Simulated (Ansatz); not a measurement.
Write the native input for Ansatz 0.2.0 that does the following.

```yaml
Task: single point
Functional: PBE
Potentials_or_basis: Ansatz PAW
Cutoff: "420 eV (not typed: the program's choice for these potentials)"
k_mesh: 9 × 9 × 9
Occupations: fermi-dirac, width 0.05 eV
Spin: no spin polarisation
```

Crystal: Se.

```
CELL_PARAMETERS angstrom
2.81056 0.00000 0.00000
0.00000 2.81056 0.00000
0.00000 0.00000 2.83867
ATOMIC_POSITIONS crystal
Se 0.00000 0.00000 0.00000
```

The cell isn't the ideal one: strained by +1 %.

These files were run (other wordings do the same):

input.yaml

```yaml
crystal:
  lattice:
    - [2.81056302, 0.0, 0.0]
    - [0.0, 2.81056302, 0.0]
    - [0.0, 0.0, 2.8386686502]
  atoms:
    - { symbol: Se, position: [0.0, 0.0, 0.0] }
hamiltonian:
  xc: pbe
  pseudopotentials: { kind: paw }
kpoints:
  mp_grid: { grid: [9, 9, 9] }
scf:
  occupations: { method: fermi_dirac, width: 0.05 }
output:
  forces: true
  stress: true
  eigenvalues: true
```

Potentials or basis: Ansatz PAW.

Launch:

```console
$ ansatz run input.yaml --threads 2 --pin off --max-ram 5632MiB --backend cpu --events-out ev --progress --plain --runs-dir out
```

Results of the run:

The pressure is 1.3 GPa. The band gap on the k mesh is none (metal or under the smearing width).

Wall time 0.6 s on 2 threads of Arm Neoverse V2 (shared host), peak memory 0.27 GiB.
